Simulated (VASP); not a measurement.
A run of VASP 6.6.1 is set up as follows.

INCAR

```
PREC = Accurate
ENCUT = 600
EDIFF = 1E-6
ISMEAR = -1
SIGMA = 0.05
LREAL = False
LASPH = True
NELM = 60
ALGO = Normal
ISIF = 3
LWAVE = False
LCHARG = False
GGA = PS
IBRION = 2
NSW = 60
EDIFFG = -0.02
```

KPOINTS

```
regular mesh
0
Gamma
  10 10 6
```

Contents of POSCAR:

```
Rh
1.0
    2.7309790422      0.0000000000      0.0000000000
   -1.3654895211      2.3650972278      0.0000000000
    0.0000000000      0.0000000000      4.4284890000
Rh
2
Direct
    0.3333333333      0.6666666667      0.2500000000
    0.6666666667      0.3333333333      0.7500000000
```

Potentials or basis: VASP PAW PBE potentials, release 64 (Rh_pv).

The run is started by

```sh
$ cat potpaw_PBE.64/Rh_pv/POTCAR > POTCAR
$ mpirun -np 1 vasp_std > vasp.out
```

(1) Predict the relaxed cell.

(2) Predict the space group after relaxing (to 0.05 Å).

## Answers

(1) a = 2.678 Å, b = 2.678 Å, c = 4.359 Å, α = 90.00°, β = 90.00°, γ = 120.00°.

(2) P6_3/mmc (No. 194).
